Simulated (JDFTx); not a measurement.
**Re in JDFTx: the effect of Hubbard term**

Re:

```
CELL_PARAMETERS angstrom
2.76080 0.00000 0.00000
-1.38040 2.39092 0.00000
0.00000 0.00000 4.45820
ATOMIC_POSITIONS crystal
Re 0.66667 0.33333 0.75000
Re 0.33333 0.66667 0.25000
```

Alike in all runs:

```yaml
Program: JDFTx 1.7.0 (patched build)
Task: single point
Functional: PBE
Potentials_or_basis: PseudoDojo-SR-PBE-0.5-standard with smoothed tails
Cutoff: 980 eV
Density_cutoff: 7837 eV
k_mesh: 11 × 11 × 6
Occupations: fermi-dirac, width 0.05 eV
Spin: no spin polarisation
Local_potential_set_to_-Z/r_beyond: 6 bohr
Density_cutoff_over_wavefunction_cutoff: 8
Max_SCF_steps: 100
SCF_threshold_on_the_energy: 1e-09 Ha
Solver_of_the_electrons: scf
Further_solve_for_the_empty_bands: yes
Hubbard_projectors: atomic pseudo-orbitals, not orthogonalised
```

```csv
Hubbard term,pressure (GPa)
none,5.8
Re d U = 1 eV,2.0
Re d U = 2 eV,?
Re d U = 3 eV,-5.5
Re d U = 4 eV,-9.2
Re d U = 6 eV,-16.4
Re d U = 8 eV,-23.7
```

**Question.** What does the run with Hubbard term Re d U = 2 eV give?

**Answer.** Pressure -1.8 GPa.

Worked out: A straight line through the other rows of the pressure, of slope -3.68 GPa per eV, gives -1.7 GPa, against the run's -1.8.

Caveats: U without spin polarisation on a metal has little footing (some runs); the U is typed as a test and isn't derived for this compound (some runs).
